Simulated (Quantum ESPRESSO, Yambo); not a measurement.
# Quasiparticle gap of InP (F-43m) in Yambo, part 2 of 2

Aim: the G0W0 gap of InP (F-43m) on PBE, step by step.

Quantum ESPRESSO 7.5 and Yambo 5.3.0; PBE and many-body steps on it, plane waves. Known limits of the many-body steps: not at the basis limit; no spin-orbit coupling; coarse k mesh.

So far. Step 2 (Ground state): The gap is direct, at Γ. Step 3 (Bands along the symmetry lines): The gap is 0.686 eV, as in the run before at this level.

## 4. Empty states on the mesh, 4×4×4 mesh, 198 bands

Level of this step: DFT, PBE, plane waves, norm-conserving pseudopotentials (Quantum ESPRESSO).

The sums over transitions need many empty states on a uniform mesh; this step solves for them.

pw.in reads:

```
&control
  calculation = 'nscf'
  prefix = 'x'
  outdir = 'o'
  pseudo_dir = 'pseudo'
/
&system
  ibrav = 0
  nat = 2
  ntyp = 2
  ecutwfc = 80.0
  nbnd = 198
  force_symmorphic = .true.
/
&electrons
  conv_thr = 1e-9
  electron_maxstep = 80
  diago_full_acc = .true.
  diago_thr_init = 5e-6
/
ATOMIC_SPECIES
  In 114.82 In.upf
  P 30.974 P.upf
CELL_PARAMETERS angstrom
  -0.0000000000 2.9343500000 2.9343500000
  2.9343500000 -0.0000000000 2.9343500000
  2.9343500000 2.9343500000 -0.0000000000
ATOMIC_POSITIONS crystal
  In 0.0000000000 0.0000000000 0.0000000000
  P 0.2500000000 0.2500000000 0.2500000000
K_POINTS automatic
  4 4 4 0 0 0
```

The run is started by

```bash
$ OMP_NUM_THREADS=1 mpirun -n 4 pw.x -nk 4 -in pw.in > pw.out
```

Log:

```text
[banner, memory and clock lines left out]
Program PWSCF v.7.5 starts

     Atomic positions and unit cell read from directory:
     o/x.save/

     Message from routine setup:
     using ibrav=0 with symmetry is DISCOURAGED, use correct ibrav instead

     G-vector sticks info

     bravais-lattice index     =            0
     lattice parameter (alat)  =       7.8420  a.u.
     unit-cell volume          =     341.0062 (a.u.)^3
     number of atoms/cell      =            2
     number of atomic types    =            2
     number of electrons       =        26.00
     number of Kohn-Sham states=          198
     kinetic-energy cutoff     =      80.0000  Ry
     charge density cutoff     =     320.0000  Ry
     Exchange-correlation= PBE
                           (   1   4   3   4   0   0   0)

     celldm(1)=   7.841981  celldm(2)=   0.000000  celldm(3)=   0.000000
     celldm(4)=   0.000000  celldm(5)=   0.000000  celldm(6)=   0.000000

     crystal axes: (cart. coord. in units of alat)
               a(1) = (  -0.000000   0.707107   0.707107 )
               a(2) = (   0.707107  -0.000000   0.707107 )
               a(3) = (   0.707107   0.707107  -0.000000 )

     reciprocal axes: (cart. coord. in units 2 pi/alat)
               b(1) = ( -0.707107  0.707107  0.707107 )
               b(2) = (  0.707107 -0.707107  0.707107 )
               b(3) = (  0.707107  0.707107 -0.707107 )
     Pseudo is Norm-conserving + core correction, Zval = 21.0
     Generated using ONCVPSP code by D. R. Hamann
     Using radial grid of 1964 points,  6 beta functions with:
     Pseudo is Norm-conserving + core correction, Zval =  5.0
     Generated using ONCVPSP code by D. R. Hamann
     Using radial grid of 1298 points,  6 beta functions with:
     In               21.00   114.82000     In( 1.00)
     P                 5.00    30.97400     P ( 1.00)

     24 Sym. Ops. (no inversion) found

   Cartesian axes

     site n.     atom                  positions (alat units)
         1        In     tau(   1) = (   0.0000000   0.0000000   0.0000000  )
         2        P      tau(   2) = (   0.3535534   0.3535534   0.3535534  )

     number of k points=     8
                       cart. coord. in units 2pi/alat
        k(    1) = (   0.0000000   0.0000000   0.0000000), wk =   0.0312500
        k(    2) = (   0.1767767   0.1767767  -0.1767767), wk =   0.2500000
        k(    3) = (  -0.3535534  -0.3535534   0.3535534), wk =   0.1250000
[...]
k(    7) = (  -0.7071068   0.0000000   0.0000000), wk =   0.0937500
        k(    8) = (  -0.7071068   0.3535534   0.0000000), wk =   0.1875000

     Dense  grid:    33079 G-vectors     FFT dimensions: (  45,  45,  45)

     The potential is recalculated from file :
     o/x.save/charge-density

     Starting wfcs are   17 randomized atomic wfcs +  181 random wfcs

     Band Structure Calculation

     End of band structure calculation

          k = 0.0000 0.0000 0.0000 (  4111 PWs)   bands (ev):

  -106.7657 -65.2427 -65.2427 -65.2427  -5.9358  -5.9358  -5.9358  -5.7871
    -5.7871  -3.2311   8.2604   8.2604   8.2604   8.9469  12.3492  12.3492
    12.3492  16.8336  17.6674  17.6674  19.4792  19.4792  19.4792  22.1665
[...]
[... 13 further rows ...]
[...]
139.3248 139.3248 139.3248 139.8444 139.8444 139.8444

          k = 0.1768 0.1768-0.1768 (  4122 PWs)   bands (ev):

[...]
[... 13 further rows ...]
[...]
134.8559 135.5663 135.5663 136.0826 137.1105 137.1105

          k =-0.3536-0.3536 0.3536 (  4140 PWs)   bands (ev):

[...]
64.4159  66.7542  66.7542  66.8024  67.0517  67.0517  68.1622  68.8442
     [... 13 further rows ...]
   130.9877 131.0123 131.0123 132.9272 132.9272 134.4063 134.4084 134.4084
   136.0595 136.1224 136.1224 137.3611 137.4139 137.4139

          k = 0.3536 0.0000 0.0000 (  4088 PWs)   bands (ev):

     [... further k-points ...]

     highest occupied, lowest unoccupied level (ev):     8.2604    8.9469

     XML data file, pseudopotentials, collected wavefunctions
```

It took 17 s on 4 MPI ranks of Arm Neoverse V1, shared host; peak memory 0.48 GiB; 68 s of CPU time.

Numbers from this step:

| Quantity | Value |
| --- | --- |
| gap | 0.6864 eV |
| k of the valence top | 0, 0, 0 |
| k of the conduction bottom | 0, 0, 0 |
| least direct gap | 0.6864 eV |
| k points computed | 8 |
| lowest point of the top converged band, above the valence top | 124.5391 eV |

On this mesh the gap is 0.686 eV.

## 5. Conversion and set-up

This step: Yambo 5.3.0; conversion and set-up on PBE, plane waves, norm-conserving pseudopotentials.

The states are converted to the many-body program's format and the q mesh is built.

The run is started by

```bash
$ (cd o/x.save; p2y > p2y.log; mv SAVE ../..); yambo > setup.log
```

Log:

```text
 Yambo, version 5.3.0

 [02] CORE Variables Setup
 =========================

  [02.01] Unit cells
  ==================

  Cell kind             :  FCC
  Atoms in the cell     :  In  P
  number of In atoms    :  1
  number of P  atoms    :  1

  List of atomic masses
  Mass of In    :  114.8200
  Mass of P     :  30.97400

  List of atomic coordinates    : [cc]
  In1       :  0.000000  0.000000  0.000000  order 1
  P1       :  2.772559  2.772559  2.772559  order 2

  Alat factors          :  5.545118  5.545118  5.545118 [a.u.]
  Direct lattice volume :  341.0062 [a.u.]
  Direct lattice vectors:  A[ 1 ]  A[ 2 ]  A[ 3 ]
   A[ 1 ]: -0.000000  1.000000  1.000000  [iru]
  -0.000000  5.545118  5.545118  [cc]
   A[ 2 ]:  1.000000 -0.000000  1.000000  [iru]
   5.545118 -0.000000  5.545118  [cc]
   A[ 3 ]:  1.000000  1.000000 -0.000000  [iru]
   5.545118  5.545118 -0.000000  [cc]

  Recip. lattice volume :  0.727407 [a.u.]
  Recip. lattice vectors:  B[ 1 ]  B[ 2 ]  B[ 3 ]
   B[ 1 ]: -0.500000  0.500000  0.500000  [iku]
  -0.566551  0.566551  0.566551  [cc]
   B[ 2 ]:  0.500000 -0.500000  0.500000  [iku]
   0.566551 -0.566551  0.566551  [cc]
   B[ 3 ]:  0.500000  0.500000 -0.500000  [iku]
   0.566551  0.566551 -0.566551  [cc]

  [02.02] Symmetries
  ==================

  Inversion symmetry    : yes
  Spatial inversion     : no
  Inversion index       :  25
  K-space Time-reversal : yes
  Magnetic symmetries   : no
  Time-reversal derived K-space symmetries:   25   48
  Group table correct   : yes
  Symmetries units      :  [cc]

   [S  1]:   1.0000     -0.16705E-16 -0.16705E-16 -0.16705E-16   1.0000      0.16705E-16  0.16705E-16  0.16705E-16   1.0000
   [S  2]:  -1.0000      0.16705E-16 -0.16705E-16  0.16705E-16  -1.0000      0.16705E-16 -0.16705E-16 -0.16705E-16   1.0000
   [S  3]:  -1.0000     -0.16705E-16  0.16705E-16  0.16705E-16   1.0000     -0.16705E-16 -0.16705E-16  0.16705E-16  -1.0000
[...]
[S  9]: -0.16705E-16   1.0000     -0.16705E-16  0.16705E-16 -0.16705E-16   1.0000       1.0000      0.16705E-16  0.16705E-16
   [S 10]: -0.16705E-16  -1.0000      0.16705E-16  0.16705E-16  0.16705E-16  -1.0000       1.0000     -0.16705E-16 -0.16705E-16
     [... 36 further rows ...]
   [S*47]:   1.0000     -0.16705E-16  0.16705E-16 -0.16705E-16  0.16705E-16  -1.0000      0.16705E-16   1.0000     -0.16705E-16
   [S*48]:   1.0000      0.16705E-16 -0.16705E-16 -0.16705E-16 -0.16705E-16   1.0000      0.16705E-16  -1.0000      0.16705E-16

  [02.03] Reciprocal space
  ========================

  nG shells         :   335
  nG charge         :   33079
  nG WFs            :   4987
  nC WFs            :   4140
  G-vecs. in first 33 shells:  [ Number ]
     1    9   15   27   51   59   65   89  113
    137   169   181   229   259   283   307   331   339
    387   411   459   531   537   561   609   645   701
    725   749   821   869   893   941
  ...
[...]
K/Q-points units:
  rlu = crystal or reduced units; cc = cartesian coordinates; iku = interal k-units

  K [1]          [rlu]:  0.000000  0.000000  0.000000
         WF components:   4111
  K [2]          [rlu]: -0.79125E-17  0.59653E-17  0.25000
         WF components:   4122
  K [3]          [rlu]:  0.15825E-16 -0.11931E-16 -0.50000
         WF components:   4140
  K [4]          [rlu]: -0.20327E-17  0.25000      0.25000
         WF components:   4088
  K [5]          [rlu]: -0.17896E-16  0.25000     -0.50000
         WF components:   4121
  [... 2 further k-points ...]
  K [8]          [rlu]:  0.250000 -0.500000 -0.250000
         WF components:   4128

  [02.05] Energies & Occupations
  ==============================

  [X] === General ===
  [X] Electronic Temperature                        :  0.000000  0.000000 [eV K]
  [X] Bosonic    Temperature                        :  0.000000  0.000000 [eV K]
  [X] Finite Temperature mode                       : no
  [X] El. density                                   :  0.51453E+24 [cm-3]
  [X] Fermi Level                                   :  8.260446 [eV]

  [X] === Gaps and Widths ===
  [X] Conduction Band Min                           :  0.686430 [eV]
  [X] Valence Band Max                              :  0.000000 [eV]
  [X] Filled Bands                                  :  13
  [X] Empty Bands                                   :   14  198
  [X] Direct Gap                                    :  0.686430 [eV]
  [X] Direct Gap localized at k                     :  1
  [X] Indirect Gap                                  :  0.686430 [eV]
  [X] Indirect Gap between kpts                     :  1  1
  [X] Last valence band width                       :  2.892736 [eV]
  [X] 1st conduction band width                     :  3.606218 [eV]

  E @ K [1]:  [eV]
  -115.0261  -73.5032  -73.5032  -73.5032  -14.1962  -14.1962  -14.1962  -14.0476
   -14.048      -11.492     -0.47014E-10 -0.17320E-10   0.0000      0.68643       4.0887       4.0887
    4.08873   8.57316   9.40696   9.40696  11.21876  11.21876  11.21876  13.90602
[...]
occ @ K [1]
[...]
E @ K [2]:  [eV]
[...]
occ @ K [2]
[...]
E @ K [3]:  [eV]
[...]
occ @ K [3]
[...]
E @ K [4]:  [eV]
[...]
occ @ K [4]
[...]
E @ K [5]:  [eV]
[...]
occ @ K [5]
[...]
[... 2 further k-points ...]
  E @ K [8]:  [eV]
[...]
occ @ K [8]
[...]
0.000000  0.000000  0.000000  0.000000  0.000000  0.000000  0.000000  0.000000
   0.000000  0.000000  0.000000  0.000000  0.000000  0.000000  0.000000  0.000000

 [03] Transferred momenta grid and indexing
 ==========================================

 IBZ Q-points                                      :   8
 BZ  Q-points                                      :   64

 K/Q-points units:
 rlu = crystal or reduced units; cc = cartesian coordinates; iku = interal k-units

 Q [1]          [rlu]:  0.000000  0.000000  0.000000
 Q [2]          [rlu]:  0.92257E-17  0.92257E-17  0.25000
 Q [3]          [rlu]: -0.18451E-16 -0.18451E-16 -0.50000
[...]
Q [7]          [rlu]:  0.40653E-17 -0.50000     -0.50000
 Q [8]          [rlu]:  0.250000 -0.500000 -0.250000

  [03.01] X indexes
  =================

   [03.01.01] Sigma indexes
   ========================

 [06] Game Over & Game summary
```

It took 2.8 s on 1 MPI rank; peak memory 0.25 GiB.

## 6. Screening and self-energy, 4×4×4 mesh, 198 bands, screening to 231.3 eV

Now the one-shot GW correction: screening in the RPA, then the self-energy of the levels asked for.

This step: G0W0 on PBE, plane waves, norm-conserving pseudopotentials.

gw1.in reads:

```
HF_and_locXC
gw0
dyson
ppa
em1d
rim_cut
RandQpts= 1000000
RandGvec= 1 RL
EXXRLvcs= 80 Ry
VXCRLvcs= 320 Ry
Chimod= "HARTREE"
% BndsRnXp
 1 | 198 |
%
NGsBlkXp= 17 Ry
% LongDrXp
 1 | 1 | 1 |
%
% GbndRnge
 1 | 198 |
%
DysSolver= "n"
ExtendOut
PPAPntXp= 27.21138 eV
% QPkrange
 1 | 1 | 12 | 15 |
%
```

The run is started by

```bash
$ OMP_NUM_THREADS=1 mpirun -n 4 yambo -F gw1.in -J gw1 -C gw1 > gw1.log
```

Log:

```text
 Yambo, version 5.3.0

 [02] CORE Variables Setup
 =========================

  [... cell, symmetries and grids as in the set-up ...]

  [02.05] Energies & Occupations
  ==============================

  [X] === General ===
  [X] Electronic Temperature                        :  0.000000  0.000000 [eV K]
  [X] Bosonic    Temperature                        :  0.000000  0.000000 [eV K]
  [X] Finite Temperature mode                       : no
  [X] El. density                                   :  0.51453E+24 [cm-3]
  [X] Fermi Level                                   :  8.260446 [eV]

  [X] === Gaps and Widths ===
  [X] Conduction Band Min                           :  0.686430 [eV]
  [X] Valence Band Max                              :  0.000000 [eV]
  [X] Filled Bands                                  :  13
  [X] Empty Bands                                   :   14  198
  [X] Direct Gap                                    :  0.686430 [eV]
  [X] Direct Gap localized at k                     :  1
  [X] Indirect Gap                                  :  0.686430 [eV]
  [X] Indirect Gap between kpts                     :  1  1
  [X] Last valence band width                       :  2.892736 [eV]
  [X] 1st conduction band width                     :  3.606218 [eV]

 [03] Transferred momenta grid and indexing
 ==========================================

 IBZ Q-points                                      :   8
 BZ  Q-points                                      :   64

 K/Q-points units:
 rlu = crystal or reduced units; cc = cartesian coordinates; iku = interal k-units

 Q [1]          [rlu]:  0.000000  0.000000  0.000000
 Q [2]          [rlu]:  0.92257E-17  0.92257E-17  0.25000
 Q [3]          [rlu]: -0.18451E-16 -0.18451E-16 -0.50000
 Q [4]          [rlu]: -0.20327E-17  0.25000      0.25000
 Q [5]          [rlu]: -0.25051E-16  0.25000      0.50000
 Q [6]          [rlu]: -0.73963E-16  0.25000     -0.25000
 Q [7]          [rlu]:  0.40653E-17 -0.50000     -0.50000
 Q [8]          [rlu]:  0.250000 -0.500000 -0.250000

 [04] Coloumb potential Random Integration (RIM)
 ===============================================

  [04.01] RIM initialization
  ==========================

  * Diagonal components only detected *

  8 x (sBL volume)        :  0.090926 [a.u.]
  sBZ random points       :  1000000
  Points outside the sBZ  :   7996195
  RL volume               :  0.727407 [a.u.]
  Integrated volume       :  0.727753 [a.u.]

  [04.02] RIM integrals
  =====================

  Gamma point sphere radius             :  0.081567 [a.u.]
  Points outside the sphere             :   799659
  [Int_sBZ(q=0) 1/q^2]*(Vol_sBZ)^(-1/3) =:  7.764404
                                 should be <:  7.795600

  Summary of Coulomb integrals for non-metallic bands |Q|[au] RIM/Bare

  Q [1] 0.100000E-4 0.995998 * Q [2] 0.245324 1.064860
  Q [4] 0.283276 1.063169 * Q [6] 0.400612 1.026099
  Q [5] 0.469759 1.019144 * Q [3] 0.490648 1.017217
  Q [7] 0.566551 1.014132 * Q [8] 0.633423 1.011005

 [05] Dipoles
 ============

  [05.01] Setup: observables and procedures
  =========================================

 [06] Dynamic Dielectric Matrix (PPA)
 ====================================

 [WR./gw1//ndb.pp]---------------------------------------------------------------
  Brillouin Zone Q/K grids (IBZ/BZ)                :    8   64    8   64
  RL vectors                                       :   5029 [WF]
  Coulomb cutoff potential                         : none
  Electronic Temperature                           :  0.000000 [K]
  Bosonic    Temperature                           :  0.000000 [K]
  PPA    diel. fun.  energies                      : Perdew, Burke & Ernzerhof(X)+Perdew, Burke & Ernzerhof(C)
  wavefunctions                                    : Perdew, Burke & Ernzerhof(X)+Perdew, Burke & Ernzerhof(C)
  Global Gauge                                     : length
  X matrix size                                    :   459
  X band range                                     :    1  198
  X e/h energy range                               : -1.000000 -1.000000 [eV]
  X Time ordering                                  : R
  X Hxc Kernel                                     : HARTREE
  X Drude frequency                                :  0.000000  0.000000
  X poles                                          :  100.0000 [o/o]
  RL vectors in the sum                            :   5029
  [r,Vnl] included                                 : yes
  Field direction                                  :  0.577350E-5  0.577350E-5  0.577350E-5
  BZ energy Double Grid                            : no
  BZ energy DbGd points                            : 0
  BZ Q point size factor                           : -1.000000
  X Optical Averaged directions                    : none

 [07] Local Exchange-Correlation + Non-Local Fock
 ================================================

 [VXC] Plane waves :   33079
 [EXS] Plane waves :   4279

 QP @ state[ 1 ] K range:  1  1
 QP @ state[ 1 ] b range:  12  15

 [xc] Functional : Perdew, Burke & Ernzerhof(X)+Perdew, Burke & Ernzerhof(C)
 [xc] LIBXC used to calculate xc functional
  PP Number of Atomic Species                      :  2
  NLCC RL compoments                               :   33079
  PP Number of Atomic Species                      :  2
  NLCC RL compoments                               :   33079

 [xc] E_xc :  -18.18593 [Ha]
      E_xc :  -36.37185 [Ry]

  Local XC kind (lXC) : Perdew, Burke & Ernzerhof(X)+Perdew, Burke & Ernzerhof(C)
  Non-Local XC kind (nlXC) : Hartree-Fock

  Corrections @ K [1] :  [eV]
 <12|nlXC|12> = -14.69977 -0.80178E-17 <12|lXC|12> = -12.90482 -0.29701E-20
 <13|nlXC|13> = -14.69992 -0.11434E-16 <13|lXC|13> = -12.90482  0.26552E-16
 <14|nlXC|14> = -7.810340 -0.12047E-16 <14|lXC|14> = -11.73024 -0.34770E-20
 <15|nlXC|15> = -6.356933  0.19438E-19 <15|lXC|15> = -10.77631 -0.18882E-15

 [08] Dyson equation: Newton solver
 ==================================

  [08.01] G0W0 (W PPA)
  ====================

  [  GW  ] Bands range     :    1  198
  [GW/PPA] G damping       :  0.100000 [eV]

  QP @ state[ 1 ] K range:  1  1
  QP @ state[ 1 ] b range:  12  15

   Sc/G bands                                       :    1  198
   Sc/G damping                                     :  0.100000 ev
   Sc bands terminator                              : no
   Sx RL components                                 :   4279

   QP @ state[ 1 ] K range                          :  1  1
   QP @ state[ 1 ] b range                          :  12  15
   GF energies kind                                 : Perdew, Burke & Ernzerhof(X)+Perdew, Burke & Ernzerhof(C)
   GF WF`s kind                                     : Perdew, Burke & Ernzerhof(X)+Perdew, Burke & Ernzerhof(C)
   Xs energies kind                                 : Perdew, Burke & Ernzerhof(X)+Perdew, Burke & Ernzerhof(C)
   Xs WF`s kind                                     : Perdew, Burke & Ernzerhof(X)+Perdew, Burke & Ernzerhof(C)

 [11] Game Over & Game summary
```

The job ended after 5 min (4 MPI ranks; peak memory 1.8 GiB).

This step gave:

```yaml
g0w0_gap_on_the_points_computed: 1.383 eV
starting_gap_on_the_mesh: 0.6864 eV
k_of_the_valence_top: 0, 0, 0
k_of_the_conduction_bottom: 0, 0, 0
least_direct_g0w0_gap_on_the_computed_points: 1.383 eV
z_at_the_valence_top: 0.7801
z_at_the_conduction_bottom: 0.7937
```

The gap on the mesh goes from 0.69 eV to 1.38 eV, a correction of +0.70 eV.

Limits: finite bands, cutoff and mesh; no spin-orbit coupling; coarse k mesh. v1 is the top filled band, c1 the lowest empty one. The levels before and after the correction (eV, zero at the valence-band top of each column):

```csv
,conduction bottom,valence top
Kohn-Sham,0.69,0.00
G0W0,1.38,0.00
```

```csv
,level,energy (eV)
Kohn-Sham,Γ v2-v1,0.000
Kohn-Sham,Γ c1,0.686
Kohn-Sham,Γ c2,4.089
G0W0,Γ v2-v1,0.000
G0W0,Γ c1,1.383
G0W0,Γ c2,4.895
```

## 7. Where the time went

Times are wall times on the hardware named with each run, good to a factor of about two.

```csv
step,time,share,memory (GiB)
ground state,6.4 s,2 %,0.27
bands along the symmetry lines,5.3 s,2 %,0.23
empty states on the mesh,17 s,5 %,0.48
conversion and set-up,2.8 s,1 %,0.25
screening and self-energy,5 min,90 %,1.8
```

## 8. What came out

| Quantity | Value |
| --- | --- |
| PBE gap | 0.69 eV, direct |
| G0W0 gap on the mesh | 1.38 eV |
| GW settings | 4×4×4 mesh, 198 bands, screening to 231.3 eV, Godby-Needs plasmon pole |
| known limits | not at the basis limit; no spin-orbit coupling; coarse k mesh |

What this shows: G0W0 moves the gap on the mesh from 0.69 eV to 1.38 eV (+0.70 eV), with Z of 0.78 and 0.79 at the edges. Only 1 of the mesh's irreducible points was corrected, so a valley elsewhere could overtake. The dearest step here is «screening and self-energy». Bands and cutoff are finite, so the gap is not at the basis limit. The miss can reach some tenths of an eV and take either sign; the mesh is an error of its own. In the G0W0 run levels were corrected at 1 k point alone, so a gap called «on the mesh» is the least over those, and an edge elsewhere would be missed. The 4×4×4 mesh is coarse for this cell, which bears on the long-range parts of exchange and screening. The many-body steps are scalar-relativistic: spin-orbit coupling is not in them.

[Paths, hosts, dates, memory and timing lines, banners, echoed tables and standing remarks are left out of the program output.]

[Logs are printed without paths, hosts, clocks, repeated set-up lines and the standing remarks that a program may print on its own settings, such as how far it seeks lower states.]

[Runs of the session that timed out or met a known fault of the program may be left out.]

[Hosts, paths, dates, database ids (printed as entryN), source tags and the programs' standing remarks are cut or masked in the printed files.]
